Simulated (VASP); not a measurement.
Results of a VASP single-point calculation on Te₂Mo (CdCl2 (3R octahedral) bulk)

POSCAR

```
Mo Te
 1.0000000000000000
     1.7509539911964289    1.0109137581730638    7.0687660064411801
    -1.7509539911964289    1.0109137581730638    7.0687660064411801
    -0.0000000000000000   -2.0218275162946600    7.0687660064485422
 Mo  Te
   1   2
Cartesian
 -0.0000000000000000  0.0000000000000000 -0.0000000000000000
 -0.0000000000000000  0.0000000000126902  5.2287238220466223
  0.0000000000000000  0.0000000000387777 15.9775741972842802
```

```
gap between bands v and c : -0.34 eV (bands overlap: a metal)
least direct gap          : 0.00 eV
largest force             : 0.26 eV/Å
```

Band v is the last that the valence electrons fill when counted band by band, and c is the next. Levels in eV from the top of v:

```tsv
point	v−1	v	c	c+1
Γ	-0.90	-0.90	1.35	1.35
L	-1.94	-0.65	0.57	1.08
B1	-2.99	-0.26	0.28	0.49
B	-2.99	-0.26	0.28	0.49
Z	-0.90	-0.71	1.17	1.17
X	-2.98	-0.24	0.28	0.47
Q	-2.98	-0.24	0.28	0.47
F	-2.14	-0.98	0.57	0.82
```

**Question.** Which of these levels of theory gave these results?
A. PBEsol
B. r²SCAN
C. HSE06
D. PBE with spin–orbit coupling
E. PBE
F. PBE0
G. LDA

**Answer.** E.

The INCAR was:

```
PREC = Accurate
LWAVE = .FALSE.
NBANDS = 20
LCHARG = .FALSE.
NSW = 0
SIGMA = 0.02
IBRION = -1
GGA = PE
NELM = 120
LASPH = .TRUE.
ISIF = 2
ENCUT = 520
EDIFF = 1E-7
ISMEAR = -1
LREAL = .FALSE.
```
